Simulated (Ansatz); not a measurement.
System: Sb (fcc type), 1 atom in the cell.

Computed with PBE with spin–orbit coupling, all-electron LAPW, point nucleus (Ansatz 0.2.0 development build).

k-mesh 4×4×4 Γ-centred; Fermi–Dirac smearing of 0.15 eV.

```xyz
1
Lattice="0.0000 2.3957 2.3957 2.3957 0.0000 2.3957 2.3957 2.3957 0.0000" Properties=species:S:1:pos:R:3 pbc="T T T"
Sb    0.0000    0.0000    0.0000
```

Problem. Is the cell under compression or tension, and by how much?

Solution. The pressure is -1.46 GPa, so at these settings the cell is stretched and would shrink.

The k-mesh is coarse, so these values belong to this mesh and can lie far from the converged ones. This cubic structure is a model: it isn't the usual form of the substance at ambient conditions, and such phases are metastable or hypothetical.
